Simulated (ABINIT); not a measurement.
## Al: band structure with PBE

Al:

```xyz
1
Lattice="0.0000 2.0248 2.0248 2.0248 0.0000 2.0248 2.0248 2.0248 0.0000" Properties=species:S:1:pos:R:3 pbc="T T T"
Al    0.0000    0.0000    0.0000
```

```yaml
Program: ABINIT 10.8.3 (patched build)
Task: band structure
Functional: PBE
Potentials_or_basis: PseudoDojo NC SR PBE v0.4 stringent
Cutoff: 544 eV
k_mesh: 11 × 11 × 11
Occupations: fermi-dirac, width 0.05 eV
Spin: no spin polarisation
```

| Property | Result |
| --- | --- |
| Pressure | -0.7 GPa |
| Band gap on the k mesh | none (metal or under the smearing width) |
| Valence electrons inside the program's atomic spheres | Al 0.87 (radii [1.0584] Å) |

Levels at the corners of the path, in eV from the Fermi level:
| point | band 1 | band 2 | band 3 | band 4 | band 5 | band 6 | band 7 |
| --- | --- | --- | --- | --- | --- | --- | --- |
| Γ | -11.11 | 12.57 | 12.57 | 12.57 | 13.99 | 13.99 | 13.99 |
| X | -2.93 | -1.61 | 5.24 | 5.55 | 5.55 | 8.99 | 25.19 |
| W | -0.85 | -0.85 | 0.17 | 1.07 | 15.75 | 15.75 | 16.25 |
| K | -1.89 | -1.36 | -0.42 | 6.52 | 8.16 | 15.59 | 21.65 |
| Γ | -11.11 | 12.57 | 12.57 | 12.57 | 13.99 | 13.99 | 13.99 |
| L | -4.59 | -4.38 | 11.32 | 11.32 | 11.41 | 11.41 | 15.08 |
| U | -1.89 | -1.36 | -0.42 | 6.52 | 8.16 | 15.59 | 21.65 |
| W | -0.85 | -0.85 | 0.17 | 1.07 | 15.75 | 15.75 | 16.25 |
| L | -4.59 | -4.38 | 11.32 | 11.32 | 11.41 | 11.41 | 15.08 |
| K | -1.89 | -1.36 | -0.42 | 6.52 | 8.16 | 15.59 | 21.65 |

It took 13 s on 1 thread of Arm Neoverse V1 (shared host), peak memory 0.12 GiB.
